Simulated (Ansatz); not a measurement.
What moves the field gradients of PbF2?

Cell of run 1: an entry of the Crystallography Open Database (COD), taken as it stands.

Space group Pnma (No. 62); a = 6.4400, b = 3.8990, c = 7.6510 Å.

| site | Wyckoff | site symmetry | x | y | z |
| --- | --- | --- | --- | --- | --- |
| Pb | 4c | .m. | 0.2527 | 0.2500 | 0.1042 |
| F5 | 4c | .m. | 0.8623 | 0.2500 | 0.0631 |
| F9 | 4c | .m. | 0.4662 | 0.2500 | 0.8457 |

One atom of each set is listed.

Relaxed positions (PBE, cell held):

Pb (0.2557, 0.2500, 0.1050)
F5 (0.8592, 0.2500, 0.0675)
F9 (0.4750, 0.2500, 0.8440)

All runs are DFT with Ansatz 0.2.0 (plane waves and PAW, scalar-relativistic unless spin–orbit coupling is named, Γ-centred meshes, Fermi–Dirac smearing where given) in this cell.

Run 1: PBE, gradients read without the response of the cores, atoms as given; 420 eV, 3×5×3 k-points, smearing 0.02 eV.
Run 2: PBE, gradients read without the response of the cores, atoms relaxed; 420 eV, 3×5×3 k-points, smearing 0.02 eV.
Run 3: r2SCAN, gradients read without the response of the cores, at the relaxed atoms; 500 eV, 3×5×3 k-points, smearing 0.02 eV.
Run 4: PBE with spin–orbit coupling, gradients read without the response of the cores, at the relaxed atoms; 420 eV, 3×5×3 k-points, smearing 0.02 eV.

```json
{"run": "1", "Pb V_zz (η)": "-4.91 (0.11)", "F5 V_zz (η)": "-2.26 (0.33)", "F9 V_zz (η)": "1.48 (0.34)"}
{"run": "2", "Pb V_zz (η)": "?", "F5 V_zz (η)": "?", "F9 V_zz (η)": "?"}
{"run": "3", "Pb V_zz (η)": "-3.62 (0.46)", "F5 V_zz (η)": "-1.85 (0.43)", "F9 V_zz (η)": "1.04 (0.79)"}
{"run": "4", "Pb V_zz (η)": "-3.75 (0.45)", "F5 V_zz (η)": "-2.04 (0.43)", "F9 V_zz (η)": "1.29 (0.82)"}
```

V_zz in 10²¹ V/m².

Q: Estimate the row of run 2.

A: Pb: -3.48 (0.47); F5: -1.90 (0.49); F9: 1.08 (0.93). It lies nearest to run 3, from whose tensors on these sites it differs by 0.15 at most (largest principal value of the difference, on Pb). Taken one at a time, the positions of the atoms (as given or relaxed) move the tensors on these sites by up to 2.04 (largest principal value of the change, on Pb), spin–orbit coupling by 0.27 (Pb), the functional (r2SCAN with its higher cutoff) by 0.15 (Pb).

Run 1: The values hang on the deposited positions: relaxing the atoms moves V_zz on Pb from -4.91 to -3.48, on F9 from 1.48 to 1.08.
